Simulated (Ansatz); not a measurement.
**Tl: reading a single point**

```
CELL_PARAMETERS angstrom
6.16123 3.55719 1.62508
-6.16123 3.55719 1.62508
0.00000 -7.11437 1.62508
ATOMIC_POSITIONS crystal
Tl 0.25090 0.14830 0.91730
Tl 0.91730 0.25090 0.14830
Tl 0.14830 0.91730 0.25090
Tl 0.74910 0.85170 0.08270
Tl 0.08270 0.74910 0.85170
Tl 0.85170 0.08270 0.74910
```

Single point in Ansatz 0.2.0 with PBE, no spin polarisation. Cutoff 420 eV, PAW datasets, 7×7×7 Γ-centred k mesh, fermi-dirac filling (width 0.1 eV).

Q: What does the stress say?

A: The pressure is 24.8 GPa (compression positive), so with the atoms held at these fractions the cell would first expand; the forces are large, so a full relaxation may end otherwise. The principal stresses 12.1, 31.2, 31.2 GPa differ, so its shape would change too.

Q: What do density and ELF say about some of the short contacts?

A: Tl–Tl at 2.34 Å: least valence density 0.75 e/Å³ and ELF 0.28 there. Both are smooth PAW fields, read partly inside the augmentation spheres.

Q: Metal or insulator?

A: It is a metal, with about 3.5 states/eV a cell as the mean within 0.25 eV of the Fermi level, mostly Tl p (86 %).

Q: Where is the largest force?

A: The largest is on Tl2 (and as large on other atoms): 9.94 eV/Å, components (-7.13, -1.61, 6.74). It makes 129° with the line to a nearest neighbour, Tl4 at 2.34 Å.

Origin: a known structure type with other elements, at an estimated volume, so it need not be a known compound. Caveats: atoms or cell far from equilibrium.
